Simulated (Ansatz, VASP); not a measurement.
# InP: VASP beside Ansatz

The input INCAR:

```
SYSTEM = InP
ALGO     = Normal         ! electronic algorithm
EDIFF    = 1E-6           ! SCF threshold, eV
ENCUT    = 520            ! plane-wave cutoff, eV
GGA      = CA             ! functional
ISIF     = 2              ! what is computed and relaxed
ISMEAR   = -1             ! smearing method
LASPH    = .True.         ! aspherical terms in the spheres
LCHARG   = .False.        ! write CHGCAR
LREAL    = .False.        ! projectors in reciprocal space
LWAVE    = .False.        ! write WAVECAR
NBANDS   = 16             ! bands
NELM     = 80             ! most SCF steps
PREC     = Accurate       ! precision mode
SIGMA    = 0.03           ! smearing width, eV
```

File KPOINTS:

```
k-points
0
Gamma
  11 11 11
  0 0 0
```

The input POSCAR:

```
InP
1.0
    0.0000000000      2.8550000000      2.8550000000
    2.8550000000      0.0000000000      2.8550000000
    2.8550000000      2.8550000000      0.0000000000
In P
1 1
Direct
    0.0000000000      0.0000000000      0.0000000000
    0.5000000000      0.5000000000      0.5000000000
```

Input for Ansatz:

```yaml
crystal:
  lattice:
    - [0.0, 2.855, 2.855]
    - [2.855, 0.0, 2.855]
    - [2.855, 2.855, 0.0]
  atoms:
    - { symbol: In, position: [0.0, 0.0, 0.0] }
    - { symbol: P, position: [0.5, 0.5, 0.5] }
kpoints:
  mp_grid: { grid: [11, 11, 11] }
  band_path:
    path:
      - [0.0, 0.0, 0.0]
      - [0.5, 0.0, 0.5]
      - [0.625, 0.25, 0.625]
      - [0.375, 0.375, 0.75]
      - [0.0, 0.0, 0.0]
      - [0.5, 0.5, 0.5]
      - [0.5, 0.25, 0.75]
      - [0.5, 0.0, 0.5]
    npoints: 5
scf:
  occupations: { method: fermi_dirac, width: 0.03 }
hamiltonian:
  xc: lda
  pseudopotentials: { kind: all_electron, lapw: { basis_error: 0.00025 } }
output:
  forces: true
  stress: true
  eigenvalues: true
```

Alike in both runs: task single point; functional LDA; k mesh 11 × 11 × 11; occupations fermi-dirac, width 0.03 eV; no spin polarisation.

|  | VASP | Ansatz |
| --- | --- | --- |
| version | VASP 6.6.1 | Ansatz 0.2.0 |
| potentials or method | VASP PAW LDA potentials, release 64 (In_d, P) | all-electron LAPW, scalar-relativistic |
| plane-wave cutoff (eV) | 520 | see its input |

|  | VASP | Ansatz | Ansatz less VASP |
| --- | --- | --- | --- |
| pressure (GPa) | -9.7 | -9.7 | 0.00 |

Ansatz ran all-electron here, so the differences hold the error of VASP's frozen core and of both bases.
